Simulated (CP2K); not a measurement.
Runs of CP2K 2026.2 on Hf. Symmetry: P6_3/mmc, No. 194, hexagonal system. The conventional cell has a = 3.197 Å, b = 3.197 Å, c = 5.058 Å, α = 90.00°, β = 90.00°, γ = 120.00°. Around Hf (site symmetry -6m2) lie 12 Hf at 3.13 to 3.20 Å. 

```csv
level,gap on the mesh (eV),pressure (GPa)
OLYP,none,-0.1
AM05,none,-2.6
LDA,none,(b)
BLYP,none,(a)
r2SCAN,none,2.1
PBEsol,none,-2.9
```

Alike in all rows: task band structure; potentials or basis POTENTIAL_UZH Hf GTH-PBE-q12; TZVP-MOLOPT-PBE-GTH basis; no spin polarisation; cell as given; k mesh 10 × 10 × 5; smearing fermi-dirac 0.05 eV.

**Question.** Fill in the values left out.

**Answer.** (a) 3.7; (b) -5.6.

Caveats: the potentials were made for another functional, which shifts forces and pressure; spin-orbit coupling is left out, which moves the levels of the heavy elements; the basis of atomic orbitals isn't converged, which shifts pressures, moduli and gaps.

A k mesh can miss the band edges, and the runs leave out spin-orbit coupling on Hf.

A gap of «none» marks a metal or a gap under the smearing width.

Runs at the PBE level aren't shown here.
